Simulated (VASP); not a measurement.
TePb: single point with HSE06

**Measured values to compare with.**

From a printed reference work, monograph, for a bulk crystal of TePb at 4.2 K: band gap 0.19 eV (direct).

Crystal: TePb.

```xyz
2
Lattice="0.0000 3.2679 3.2679 3.2679 0.0000 3.2679 3.2679 3.2679 0.0000" Properties=species:S:1:pos:R:3 pbc="T T T"
Te    3.2679    3.2679    3.2679
Pb    0.0000    0.0000    0.0000
```

| Quantity | Value |
| --- | --- |
| Program | VASP 6.6.1 |
| Task | single point |
| Functional | HSE06 |
| Potentials or basis | VASP PAW PBE potentials, release 64 (Te, Pb_d) |
| Cutoff | 520 eV |
| k mesh | 4 × 4 × 4 |
| Occupations | gaussian, width 0.01 eV |
| Spin | no spin polarisation |

| Property | Result |
| --- | --- |
| Pressure | -0.5 GPa |
| Band gap on the k mesh | 1.17 eV, direct |

Levels at points of the mesh, in eV from the valence-band top:
```csv
k point,band 7,band 8,band 9,band 10,band 11,band 12,band 13,band 14
"(0.00, 0.00, 0.00)",-6.01,-1.43,-1.43,-1.43,4.73,4.73,4.73,6.46
"(0.50, 0.00, 0.00)",-9.19,-0.98,-0.98,0.00,1.17,1.75,1.75,9.11
"(0.50, 0.50, 0.00)",-7.79,-4.77,-2.96,-2.96,3.87,6.16,6.16,7.41
```

It took 26 min on 1 thread of Intel Xeon 8259CL, on a shared host, peak memory 0.33 GiB.

A measured gap of TePb is 0.19 eV (direct; 4.2 K; a printed reference work, monograph); the calculated 1.17 eV misses it by +0.98 eV. Spin-orbit coupling on Pb, Te is left out. The value is that of HSE06 on a finite k mesh, which can miss the band edges, without temperature or zero-point motion.

Caveat: the PAW data sets were made with another functional, which shifts forces and pressure a little; spin-orbit coupling is left out, which moves the levels of the heavy elements.
